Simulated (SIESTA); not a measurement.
TaN under changes of volume

One of the cells (11.537 Å³/atom); the others are scaled copies at fixed shape and fractional positions:

```xyz
6
Lattice="5.2254 0.0000 0.0000 -2.6127 4.5253 0.0000 0.0000 0.0000 2.9273" Properties=species:S:1:pos:R:3 pbc="T T T"
Ta    2.6127    1.5084    1.4636
Ta    0.0000    3.0169    1.4636
Ta    0.0000    0.0000    0.0000
N    -1.3063    2.2627    0.0000
N     1.3063    2.2627    0.0000
N     2.6127    0.0000    0.0000
```

- Program: SIESTA 5.4.2
- Functional: PBEsol
- Potentials or basis: PseudoDojo 0.4 standard (PBEsol files)
- Basis: DZP (energy shift 0.003 Ry; two zetas on semicore shells)
- Grid cutoff: 800 Ry
- Energy shift: 0.003 Ry
- k mesh: 6 × 6 × 9
- Occupations: fermi-dirac, width 0.05 eV
- Spin: no spin polarisation

| volume (Å³/atom) | energy over the lowest point (meV/atom) | pressure (GPa) |
| --- | --- | --- |
| 10.632 | 84.56 | 31.2 |
| 10.858 | 46.79 | 22.4 |
| 11.084 | 20.89 | 14.5 |
| 11.537 | 0.00 | 0.7 |
| 11.763 | ? | ? |
| 11.989 | 14.63 | -10.6 |

What does the run at 11.763 Å³/atom give?

Energy over the lowest point 3.35 meV/atom; pressure -5.3 GPa.

Worked out: A Birch-Murnaghan fit of order 3 (a polynomial in V^(-2/3)) to the other rows has its minimum at 11.56 Å³/atom with B0 = V·E''(V) = 316 GPa and B' = 3.9 at fixed shape and positions, which overstates the stiffness. It gives 3.31 meV/atom at 11.763 Å³/atom, against the run's 3.35, and -dE/dV = -5.3 GPa, against -5.3.

Energies are extrapolated to zero smearing.

Caveats: short orbitals over semicore shells can move pressures by several GPa; the basis of atomic orbitals isn't converged, which shifts pressures, moduli and gaps.
